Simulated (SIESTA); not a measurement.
WS2:

```
CELL_PARAMETERS angstrom
1.57900 0.91164 6.16333
-1.57900 0.91164 6.16333
0.00000 -1.82327 6.16333
ATOMIC_POSITIONS crystal
W 0.00000 0.00000 0.00000
S 0.58100 0.58100 0.58100
S 0.75030 0.75030 0.75030
```

Measurements of this composition are mostly on another form, of space group No. 194.

| Quantity | Value |
| --- | --- |
| Program | SIESTA 5.4.2 |
| Task | single point |
| Functional | PBE |
| Potentials or basis | PseudoDojo 0.4 standard (PBE files) |
| Basis | DZP (energy shift 0.003 Ry; two zetas on semicore shells) |
| Grid cutoff | 800 Ry |
| Energy shift | 0.003 Ry |
| k mesh | 10 × 10 × 10 |
| Occupations | fermi-dirac, width 0.05 eV |
| Spin | no spin polarisation |

On this cell: pressure 7.7 GPa; largest force 0.991 eV/Å; band gap on the k mesh 1.14 eV, indirect (least direct gap 2.30 eV).

The same run follows on a disturbed copy (atoms moved at random, drawn with an rms of 0.05 Å):

```
CELL_PARAMETERS angstrom
1.57900 0.91164 6.16333
-1.57900 0.91164 6.16333
0.00000 -1.82327 6.16333
ATOMIC_POSITIONS crystal
W 0.98702 0.01091 0.00837
S 0.58570 0.58146 0.57252
S 0.74750 0.73998 0.77082
```

Task: What does the disturbed cell give?

Result: The energy moves by +13.8 meV/atom; pressure 4.5 GPa; largest force 1.751 eV/Å; band gap on the k mesh 1.04 eV, indirect (least direct gap 2.16 eV).

Forces on the atoms (eV/Å):
```
W    0.998 -0.014 -1.439
S   -0.398 -0.337  0.677
S   -0.600  0.352  0.761
```

Stress tensor (GPa, compression positive):
```
 5.64 -1.01 -0.82
-1.01  5.38  3.13
-0.82  3.13  2.43
```

Caveats: short orbitals over semicore shells can move pressures by several GPa; spin-orbit coupling is left out, which moves the levels of the heavy elements; the basis of atomic orbitals isn't converged, which shifts pressures, moduli and gaps.

A k mesh can miss the band edges.
